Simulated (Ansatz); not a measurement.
BN: random displacements

Method: DFT r2SCAN, scalar-relativistic, plane waves, PAW in Ansatz. The runs took a 500 eV cutoff, a Γ-centred 12×12×4 mesh and Gaussian smearing (0.05 eV). No spin polarisation. Energies are free energies at this smearing, counted from the undisturbed cell; pressure is positive in compression.

The starting cell (relaxed at this level):

```xyz
4
Lattice="2.5010 0.0000 0.0000 -1.2505 2.1659 0.0000 0.0000 0.0000 6.8742" Properties=species:S:1:pos:R:3 pbc="T T T"
B     0.0000    1.4439    1.7185
B     1.2505    0.7220    5.1556
N     0.0000    1.4439    5.1556
N     1.2505    0.7220    1.7185
```

The cell holds layers and no dispersion correction was added, so their binding is poorly described.

After a displacement of all atoms with no net shift and a strain of the cell, the run gives ΔE = 221.5 meV/atom; stress (xx, yy, zz, yz, xz, xy; compression positive) (-18.36, -18.65, -0.93, 1.00, 1.55, 9.55) GPa; gap on the mesh 3.48 eV.

| atom | Fx (eV/Å) | Fy | Fz |
| --- | --- | --- | --- |
| B1 | 0.511 | 0.866 | -2.604 |
| B2 | -3.995 | 1.680 | 0.791 |
| N3 | 4.016 | -1.666 | -0.870 |
| N4 | -0.532 | -0.881 | 2.682 |

(1) Which displacements (Å, in the unstrained cell) and strain were applied?

## Answers

(1)
| atom | ux | uy | uz |
| --- | --- | --- | --- |
| B1 | 0.04 | 0.11 | 0.03 |
| B2 | 0.03 | -0.15 | 0.04 |
| N3 | -0.12 | -0.07 | 0.09 |
| N4 | 0.05 | 0.12 | -0.16 |
Strain (Voigt, engineering shear): (0.0257, 0.0264, -0.0313, -0.0699, -0.0377, -0.0192).

Cost: 1 run of about 0.29 core-minutes, on Intel Xeon Platinum 8488C (Sapphire Rapids) (shared hosts).